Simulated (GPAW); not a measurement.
InP in GPAW: convergence with plane-wave cutoff (eV)

Input of the first run (plane-wave cutoff (eV) 200); the others differ in this setting and in those tied to it:

Contents of run.py:

```python
from ase.dft.bandgap import bandgap
from ase.io import read, write
from ase.units import GPa
from gpaw import GPAW, PW

atoms = read('InP.xyz')

calc = GPAW(mode=PW(200),
            xc='PBE',
            kpts={'size': (8, 8, 8), 'gamma': True},
            occupations={'name': 'fermi-dirac', 'width': 0.05},
            nbands=18,
            convergence={'density': 1e-05, 'energy': 1e-05},
            maxiter=100,
            txt='gpaw.txt')
atoms.calc = calc
energy = atoms.get_potential_energy()
forces = atoms.get_forces()
stress = atoms.get_stress()
calc.write('gs.gpw')
write('result.traj', atoms)
print(f'Energy: {energy:.6f} eV')
print('Forces (eV/A):')
print(forces.round(4))
print('Stress (GPa):', (stress / GPa).round(3))
print('Fermi level:', round(calc.get_fermi_level(), 4), 'eV')
print(f'Gap: {bandgap(calc)[0]:.4f} eV, direct: {bandgap(calc, direct=True)[0]:.4f} eV')
```

The input InP.xyz:

```xyz
2
Lattice="0.0000000000 2.9305000000 2.9305000000 2.9305000000 0.0000000000 2.9305000000 2.9305000000 2.9305000000 0.0000000000" Properties=species:S:1:pos:R:3 pbc="T T T"
In     0.0000000000      0.0000000000      0.0000000000
P      4.3957500000      4.3957500000      4.3957500000
```

Potentials or basis: GPAW PAW data sets (gpaw-data 1.2.1), pw.

The run is started by

```console
$ OMP_NUM_THREADS=1 python run.py
```

Hardware: 1 thread of Arm Neoverse V1, on a shared host.

Task: The values tried are 200, 250, 300, 350, 400, 500, 600, 800, 1000, loosest first. From which on does the gap on the mesh stay within 0.01 eV of the tightest run that finished?

Result: From 400 on.

| plane-wave cutoff (eV) | energy less the tightest run, at zero smearing (meV/atom) | pressure (GPa) | gap on the mesh (eV) | SCF cycles | CPU time (s) | peak memory (GiB) |
| --- | --- | --- | --- | --- | --- | --- |
| 200 | 584.42 | -13.54 | 0.692 | 9 | 4.8 | 0.12 |
| 250 | 306.42 | 2.61 | 0.683 | 9 | 5.4 | 0.13 |
| 300 | 257.29 | 0.94 | 0.687 | 9 | 9 | 0.13 |
| 350 | 156.68 | 0.13 | 0.697 | 9 | 9.4 | 0.13 |
| 400 | 74.42 | 0.92 | 0.704 | 9 | 8.5 | 0.14 |
| 500 | 9.28 | 2.64 | 0.710 | 9 | 16 | 0.15 |
| 600 | 1.17 | 3.04 | 0.711 | 9 | 17 | 0.16 |
| 800 | 0.21 | 3.08 | 0.710 | 9 | 26 | 0.19 |
| 1000 | 0.00 | 3.09 | 0.710 | 9 | 28 | 0.22 |

Against the tightest run, the energy stays within 1 meV/atom from 800 on; the pressure stays within 0.1 GPa from 600 on. The tightest run that finished is the yardstick and may itself not be fully converged.

Caveat, for the tightest run too: spin-orbit coupling is left out, which moves the levels of the heavy elements.
